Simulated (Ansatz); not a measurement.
Consider the hydrogen abstraction from a C–H bond: `C=COC` + `F[C](F)F`• → `[CH2]OC=C`• + `FC(F)F`.

Program: Ansatz. Geometries: PBE0-D4/def2-TZVP. ΔE: electronic, gas phase. CCSD(T)/CBS is the MP2 limit (def2-TZVPP, def2-QZVPP) plus CCSD(T) − MP2 in def2-TZVPP, frozen cores. This one scheme is used for every species. Functionals use def2-TZVPP. No spin–orbit coupling; open shells (•) take unrestricted orbitals. One conformer a species, not always the lowest.

(1) Is it downhill or uphill in electronic energy at CCSD(T)/CBS, and by how much? (An estimate is asked.)

(2) What do these levels give: PBE-D4, B2PLYP, PBE, r2SCAN0, CAM-B3LYP, CCSD(T)/def2-SVP, MP2/def2-TZVPP, SCS-MP2/def2-TZVPP, CCSD/def2-TZVPP, HF/def2-QZVPP, MP2/def2-QZVPP, MP2/CBS(def2)? (Best estimate.)

Largest T1 diagnostic among the species: 0.018.

## Answers

(1) Ansatz gave: Downhill: ΔE = -0.31 eV.

(2) The calculation gave: PBE-D4 -0.24, B2PLYP -0.28, PBE -0.25, r2SCAN0 -0.25, CAM-B3LYP -0.31, CCSD(T)/def2-SVP -0.25, MP2/def2-TZVPP -0.21, SCS-MP2/def2-TZVPP -0.24, CCSD/def2-TZVPP -0.31, HF/def2-QZVPP -0.30, MP2/def2-QZVPP -0.22, MP2/CBS(def2) -0.22 eV.

Leaving LDA and LC-ωPBE aside and taking each functional with its dispersion term where it has one, the values, not all of them listed here, spread over 0.10 eV, from ωB97M-V to revPBE-D4. At CCSD(T), def2-SVP lies +0.06 eV from the extrapolated value and def2-TZVPP +0.01 eV.
